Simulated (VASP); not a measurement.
# Pt (Fm-3m) in VASP: notebook

One crystal, Pt, is run at these levels: LDA; tasks: relaxation of cell and atoms.

All numbers are computed with VASP 6.6.1; they aren't measurements. Logs are shortened: lines on timing, memory, paths and dates and some standing lists are left out, and cuts for length are marked.

## (1) The structure

Symmetry: Fm-3m, No. 225, cubic system. The conventional cell has a = 3.922 Å, b = 3.922 Å, c = 3.922 Å, α = 90.00°, β = 90.00°, γ = 90.00°. Pt (site symmetry m-3m) has 12 Pt at 2.77 Å as nearest neighbours.

## (2) Relaxation of cell and atoms, LDA

INCAR reads:

```
PREC     = Accurate       # precision mode
ENCUT    = 600            # plane-wave cutoff, eV
EDIFF    = 1E-6           # SCF threshold, eV
ISMEAR   = 1              # smearing method
SIGMA    = 0.1            # smearing width, eV
LREAL    = F              # projectors in reciprocal space
LASPH    = T              # aspherical terms in the spheres
NELM     = 80             # most SCF steps
ALGO     = Normal         # electronic algorithm
ISIF     = 3              # what is computed and relaxed
LWAVE    = F              # write WAVECAR
LCHARG   = F              # write CHGCAR
GGA      = CA             # functional
IBRION   = 2              # ionic algorithm
NSW      = 90             # ionic steps
EDIFFG   = -0.01          # ionic threshold
```

KPOINTS reads:

```
regular mesh
0
Gamma
  16 16 16
```

POSCAR reads:

```
Pt
1.0
    0.0000000000      1.9609000000      1.9609000000
    1.9609000000      0.0000000000      1.9609000000
    1.9609000000      1.9609000000      0.0000000000
Pt
1
Direct
    0.0000000000      0.0000000000      0.0000000000
```

Potentials or basis: VASP PAW LDA potentials, release 64 (Pt).

On the command line:

```bash
$ cat potpaw_LDA.64/Pt/POTCAR > POTCAR
$ mpirun -np 1 vasp_std > vasp.out
```

OUTCAR:

```text
PREC = Accurate
   ENCUT = 600
   EDIFF = 1E-6
   ISMEAR = 1
   LREAL = F
   LASPH = T
   NELM = 80
   ISIF = 3
   GGA = CA
   IBRION = 2
   NSW = 90
   EDIFFG = -0.01

 ion  position               nearest neighbor table
   1  0.000  0.000  0.000-

  LATTYP: Found a face centered cubic cell.
 ALAT       =     3.9218000000

  Lattice vectors:

 A1 = (   0.0000000000,   1.9609000000,   1.9609000000)
 A2 = (   1.9609000000,   0.0000000000,   1.9609000000)
 A3 = (   1.9609000000,   1.9609000000,   0.0000000000)

Analysis of symmetry for initial positions (statically):
=====================================================================
 Subroutine PRICEL returns:
 Original cell was already a primitive cell.

 Routine SETGRP: Setting up the symmetry group for a
 face centered cubic supercell.

 Subroutine GETGRP returns: Found 48 space group operations
 (whereof 48 operations were pure point group operations)
 out of a pool of 48 trial point group operations.

The static configuration has the point symmetry O_h .

Analysis of symmetry for dynamics (positions and initial velocities):
=====================================================================
 Subroutine PRICEL returns:
 Original cell was already a primitive cell.

 Routine SETGRP: Setting up the symmetry group for a
 face centered cubic supercell.

 Subroutine GETGRP returns: Found 48 space group operations
 (whereof 48 operations were pure point group operations)
 out of a pool of 48 trial point group operations.

The dynamic configuration has the point symmetry O_h .

 Subroutine INISYM returns: Found 48 space group operations
 (whereof 48 operations are pure point group operations),
 and found     1 'primitive' translations

----------------------------------------------------------------------------------------

                                     Primitive cell

  volume of cell :      15.0798

  direct lattice vectors                    reciprocal lattice vectors
     0.000000000  1.960900000  1.960900000    -0.254984956  0.254984956  0.254984956
     1.960900000  0.000000000  1.960900000     0.254984956 -0.254984956  0.254984956
     1.960900000  1.960900000  0.000000000     0.254984956  0.254984956 -0.254984956

  length of vectors
     2.773131374  2.773131374  2.773131374     0.441646899  0.441646899  0.441646899

  position of ions in fractional coordinates (direct lattice)
     0.000000000  0.000000000  0.000000000

  ion indices of the primitive-cell ions
   primitive index   ion index
                 1           1

----------------------------------------------------------------------------------------

 KPOINTS: regular mesh

Automatic generation of k-mesh.
 Grid dimensions read from file:
 generate k-points for:   16   16   16

 Generating k-lattice:

  Cartesian coordinates                     Fractional coordinates (reciprocal lattice)
    -0.015936560  0.015936560  0.015936560     0.062500000  0.000000000  0.000000000
     0.015936560 -0.015936560  0.015936560     0.000000000  0.062500000  0.000000000
     0.015936560  0.015936560 -0.015936560     0.000000000  0.000000000  0.062500000

  Length of vectors
     0.027602931  0.027602931  0.027602931

  Shift w.r.t. Gamma in fractional coordinates (k-lattice)
     0.000000000  0.000000000  0.000000000

 Subroutine IBZKPT returns following result:
 ===========================================

 Found    145 irreducible k-points:

 Following reciprocal coordinates:
            Coordinates               Weight
  0.000000  0.000000  0.000000      1.000000
  0.062500  0.000000  0.000000      8.000000
  0.125000  0.000000  0.000000      8.000000
  0.187500  0.000000  0.000000      8.000000
  0.250000  0.000000  0.000000      8.000000
  0.312500  0.000000  0.000000      8.000000
[... 16 lines left out ...]
 -0.125000  0.062500  0.000000     24.000000
 -0.062500  0.062500  0.000000     12.000000
 [... further k-points ...]
   k-points           NKPTS =    145   k-points in BZ     NKDIM =    145   number of bands    NBANDS=      9
   number of dos      NEDOS =    301   number of ions     NIONS =      1
   total plane-waves  NPLWV =  13824
   dimension x,y,z NGX =    24 NGY =   24 NGZ =   24
   dimension x,y,z NGXF=    48 NGYF=   48 NGZF=   48
   ions per type =               1
   NGX,Y,Z   is equivalent  to a cutoff of  14.39, 14.39, 14.39 a.u.
   NGXF,Y,Z  is equivalent  to a cutoff of  28.78, 28.78, 28.78 a.u.
 SYSTEM =  unknown system
   PREC   = accura    normal or accurate (medium, high low for compatibility)
   ISTART =      0    job   : 0-new  1-cont  2-samecut
   ICHARG =      2    charge: 1-file 2-atom 10-const
   ISPIN  =      1    spin polarized calculation?
   LNONCOLLINEAR =      F non collinear calculations
   LSORBIT =      F    spin-orbit coupling
   LASPH  =      T    aspherical Exc in radial PAW
   ENCUT  =  600.0 eV  44.10 Ry    6.64 a.u.   5.54  5.54  5.54*2*pi/ulx,y,z
   NELM   =     80;   NELMIN=  2; NELMDL= -5     # of ELM steps
   EDIFF  = 0.1E-05   stopping-criterion for ELM
   LREAL  =      F    real-space projection
   EDIFFG = -.1E-01   stopping-criterion for IOM
   NSW    =     90    number of steps for IOM
   IBRION =      2    ionic relax: 0-MD 1-quasi-New 2-CG
   NFREE  =      1    steps in history (QN), initial steepest desc. (CG)
   ISIF   =      3    stress and relaxation
   ISYM   =      2    0-nonsym 1-usesym 2-fastsym
   POTIM  = 0.5000    time-step for ionic-motion
   TEBEG  =    0.0;   TEEND  =   0.0 temperature during run
   PSTRESS=    0.0 pullay stress
   NELECT =      10.0000    total number of electrons
   NUPDOWN=      -1.0000    fix difference up-down
   EMIN   =  10.00;   EMAX   =-10.00  energy-range for DOS
   EFERMI =   0.00;   METHOD = LEGACY
   ISMEAR =     1;   SIGMA  =   0.10  broadening in eV -4-tet -1-fermi 0-gaus
   EFERMI_NEDOS =   21; number of points for ismear=-14 and -15
   IALGO  =     38    algorithm
   IMIX   =      4    mixing-type and parameters
     AMIX     =   0.40;   BMIX     =  1.00
     AMIX_MAG =   1.60;   BMIX_MAG =  1.00
  volume/ion in A,a.u.               =      15.08       101.76
  Fermi-wavevector in a.u.,A,eV,Ry     =   1.427609  2.697791 27.729605  2.038068
  Thomas-Fermi vector in A             =   2.547760
   LORBIT       =      0    0 simple, 1 ext, 2 COOP (PROOUT), +10 PAW based schemes
   GGA     = CA    functional components
   LHFCALC =     F    Hartree Fock is set to
   AEXX    =    0.0000 exact exchange contribution
   IVDW    =     0    specifies the selected vdW correction
   LEPSILON=     F    determine dielectric tensor
   LRPA    =     F    only Hartree local field effects (RPA)
 conjugate gradient relaxation of ions
 non-spin polarized calculation
 Methfessel and Paxton  Order N= 1 SIGMA  =   0.10
  energy-cutoff  :      600.00
  volume of cell :       15.08
 maximum number of plane-waves:       531
 NGX is ok and might be reduce to    24
   NGX = 11   NGY = 11   NGZ = 11

--------------------------------------- Ionic step        1  -------------------------------------------

 number of electron      10.0000000 magnetization

 Free energy of the ion-electron system (eV)
  ---------------------------------------------------
  ext. energy  EPLUGINS =         0.00000000
  ---------------------------------------------------
  free energy    TOTEN  =        -7.49857564 eV

  energy without entropy =       -7.49779628  energy(sigma->0) =       -7.49831586

------------------------ aborting loop because EDIFF is reached ----------------------------------------

  FORCE on cell =-STRESS in cart. coord.  units (eV):
  Direction    XX          YY          ZZ          XY          YZ          ZX
  --------------------------------------------------------------------------------------
  -------------------------------------------------------------------------------------
  Total       -0.5295538     -0.5295538     -0.5295538     -0.0000000      0.0000000      0.0000000
  in kB      -56.2631859    -56.2631859    -56.2631859     -0.0000000      0.0000000      0.0000000
  external PRESSURE =     -56.2631859 kB  Pullay stress =       0.0000000 kB
[... 90 lines left out ...]
  energy  without entropy=       -7.5030173122  energy(sigma->0) =       -7.50348710

--------------------------------------- Ionic step        4  -------------------------------------------

 number of electron       9.9999999 magnetization

 Free energy of the ion-electron system (eV)
  ---------------------------------------------------
  ext. energy  EPLUGINS =         0.00000000
  ---------------------------------------------------
  free energy    TOTEN  =        -7.50372481 eV

  energy without entropy =       -7.50302173  energy(sigma->0) =       -7.50349045

 E-fermi :  11.4930     XC(G=0): -13.8002

 val. band max:       11.4873797177   @ k =  -0.4375   0.1250   0.0625
 cond. band min:      11.5166211601   @ k =  -0.4375   0.3125   0.0000
 fundamental gap:      0.0292414423
 Fermi energy:        11.4929821069

 k-point     1 :       0.0000    0.0000    0.0000
  band No.  band energies     occupation
      1       1.0549      2.00000
      2       7.5743      2.00000
      3       7.5743      2.00000
      4       7.5743      2.00000
      5       9.8377      2.00000
      6       9.8377      2.00000
      7      26.0835      0.00000
      8      31.1155      0.00000
      9      31.1155      0.00000
[... 265 lines left out ...]
 k-point    24 :      -0.0625    0.0625    0.0000
  band No.  band energies     occupation
      1       1.4775      2.00000
      2       7.3666      2.00000
      3       7.7287      2.00000
      4       7.7751      2.00000
      5       9.6355      2.00000
      6       9.8644      2.00000
      7      26.7410      0.00000
      8      29.5419      0.00000
      9      31.2126      0.00000

 [... further k-points ...]

------------------------ aborting loop because EDIFF is reached ----------------------------------------

  FORCE on cell =-STRESS in cart. coord.  units (eV):
  Direction    XX          YY          ZZ          XY          YZ          ZX
  --------------------------------------------------------------------------------------
  -------------------------------------------------------------------------------------
  Total       -0.0009184     -0.0009184     -0.0009184      0.0000000      0.0000000      0.0000000
  in kB       -0.0994677     -0.0994677     -0.0994677      0.0000000      0.0000000      0.0000000
  external PRESSURE =      -0.0994677 kB  Pullay stress =       0.0000000 kB
[... 16 lines left out ...]
  FREE ENERGIE OF THE ION-ELECTRON SYSTEM (eV)
  ---------------------------------------------------
  free  energy   TOTEN  =        -7.5037248080 eV

  energy  without entropy=       -7.5030217278  energy(sigma->0) =       -7.50349045

 reached required accuracy - stopping structural energy minimisation
```

It took 16 s on 1 thread of Intel Xeon 6975P-C (Granite Rapids), shared host; peak memory 0.17 GiB.

What came out:

| Property | Result |
| --- | --- |
| Free energy | -7.5037 eV |
| Relaxed volume | 14.79 Å³/atom |
| Relaxed cell | a = 2.755 Å, b = 2.755 Å, c = 2.755 Å, α = 60.00°, β = 60.00°, γ = 60.00° |
| Space group after relaxing (to 0.05 Å) | Fm-3m (No. 225) |
| Energy gained by relaxing | 5.1 meV/atom |
| Ionic steps | 4 |
| Pressure after relaxing | 0.0 GPa |
| Band gap on the k mesh | none (metal or under the smearing width) |

The path:
| step | energy change (eV) | largest force (eV/Å) | pressure (GPa) | volume (Å³) |
| --- | --- | --- | --- | --- |
| 1 | 0.0000 | 0.0000 | -5.63 | 15.08 |
| 2 | 0.0466 | 0.0000 | 21.04 | 13.95 |
| 3 | -0.0051 | 0.0000 | -0.14 | 14.80 |
| 4 | -0.0051 | 0.0000 | -0.01 | 14.79 |

Final structure:
```cif
data_structure
_symmetry_space_group_name_H-M 'P 1'
_symmetry_Int_Tables_number 1
_cell_length_a 2.7554
_cell_length_b 2.7554
_cell_length_c 2.7554
_cell_angle_alpha 60.000
_cell_angle_beta 60.000
_cell_angle_gamma 60.000
_cell_volume 14.79
loop_
_atom_site_label
_atom_site_type_symbol
_atom_site_fract_x
_atom_site_fract_y
_atom_site_fract_z
_atom_site_occupancy
Pt1 Pt 0.00000 0.00000 0.00000 1
```

## (3) Relaxation of cell and atoms, LDA

This run uses another cell than the first one, of 14.79 Å³/atom, 0.981 times its volume.

Edit INCAR of step 2 so:

```diff
@@ -2,3 +2,3 @@
 ENCUT    = 600            # plane-wave cutoff, eV
-EDIFF    = 1E-6           # SCF threshold, eV
+EDIFF    = 1E-7           # SCF threshold, eV
 ISMEAR   = 1              # smearing method
@@ -15,2 +15,2 @@
 NSW      = 90             # ionic steps
-EDIFFG   = -0.01          # ionic threshold
+EDIFFG   = -0.005         # ionic threshold
```

KPOINTS is that of step 2.

POSCAR reads:

```
Pt                                      
1.0
   -0.0000000000      1.9483942426      1.9483942426
    1.9483942426      0.0000000000      1.9483942426
    1.9483942426      1.9483942426      0.0000000000
  Pt            
     1
Direct
     1.0000000000000000    1.0000000000000000    0.0000000000000000
```

Potentials or basis: VASP PAW LDA potentials, release 64 (Pt).

On the command line:

```bash
$ cat potpaw_LDA.64/Pt/POTCAR > POTCAR
$ mpirun -np 1 vasp_std > vasp.out
```

Wall time 6.2 s (1 thread of Intel Xeon 6975P-C (Granite Rapids), shared host); peak memory 0.15 GiB.

Results (log left out):

```yaml
Free_energy: -7.5037 eV
Pressure_after_relaxing: 0.0 GPa
Band_gap_on_the_k_mesh: none (metal or under the smearing width)
```

Final structure:
```xyz
1
Lattice="0.0000 1.9484 1.9484 1.9484 0.0000 1.9484 1.9484 1.9484 0.0000" Properties=species:S:1:pos:R:3 pbc="T T T"
Pt    0.0000    0.0000    0.0000
```

Levels at points of the mesh, in eV from the Fermi level:
```tsv
k point	band 1	band 2	band 3	band 4	band 5	band 6	band 7	band 8	band 9
(0.00, 0.00, 0.00)	-10.44	-3.92	-3.92	-3.92	-1.66	-1.66	14.59	19.62	19.62
(0.50, 0.00, 0.00)	-7.54	-3.97	-3.97	-0.53	0.07	0.07	6.00	14.16	19.05
(0.50, 0.50, 0.00)	-7.29	-6.84	0.05	0.53	0.53	1.75	9.10	11.42	11.42
```

Caveat: the relaxation stopped at its first step, so nothing moved. Spin-orbit coupling is left out, which matters for the levels of Pt.
